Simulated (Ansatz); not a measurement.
# A series in temperature on BN

Results calculated with Ansatz 0.2.0, not measured. Harmonic vibrational free energy, entropy and heat capacity at constant volume, per atom, from the force constants of a q mesh, imaginary modes left out; plane waves with PAW datasets, Gamma-centred k mesh.

Structure of every row (space group F-43m, No. 216):
```
cell vectors (Å)
   0.0000     1.8123     1.8123
   1.8123     0.0000     1.8123
   1.8123     1.8123     0.0000
atoms (fractions of the cell vectors)
B   0.50000  0.50000  0.50000
N   0.25000  0.25000  0.25000
```

Settings of every row: functional PBE; dispersion none; spin none; wave cutoff 420 eV; k mesh 12x12x12; occupations fixed; smearing width 0 eV; pressure 0 GPa; phonon method linear response; q mesh 4x4x4.

Limits: coarse q mesh; phonon interpolation lacks quadrupole term.

```csv
row,temperature (K),phonon entropy (kB/atom),phonon free energy (meV/atom),phonon heat capacity (kB/atom)
1,200,0.143,155.1,0.422
2,300,0.422,152.7,0.998
3,400,0.782,147.6,1.509
4,500,1.162,139.2,1.885
5,600,1.53,127.6,2.15
6,700,?,?,?
7,800,2.198,95.3,2.472
8,900,2.495,75.1,2.571
9,1000,2.77,52.4,2.645
```

Question: what phonon entropy should row 6 give?

Worked fit of phonon entropy. Entropy rises as the heat capacity times the change of ln T, so take t = ln(T / 300 K). The shown rows have t = -0.4055, 0, 0.2877, 0.5108, 0.6931, 0.9808, 1.0986, 1.204. Least squares give phonon entropy = 0.4318 + 1.03952 × t + 0.76095 × t² kB/atom; a straight line predicts inner rows, each left out in turn, worse (root mean square 0.18 against 0.013 kB/atom). The rows lie off it by 0.008, -0.010, -0.012, 0.001, 0.012, 0.015, 0.003, -0.016 (root mean square 0.011 kB/atom). The slope at t = 0, 1.04 kB/atom, estimates the heat capacity at 300 K. The withheld row has t = 0.8473, so the fit gives 0.4318 + 1.03952 × (0.8473) + 0.76095 × (0.8473)² = 1.859 kB/atom.

The calculation gave 1.876 kB/atom. The fit lies 0.017 kB/atom (0.65 % of the column's range) below it; its largest miss of a shown row is 0.016 kB/atom.

The other values of row 6: phonon free energy 112.9 meV/atom; phonon heat capacity 2.337 kB/atom.
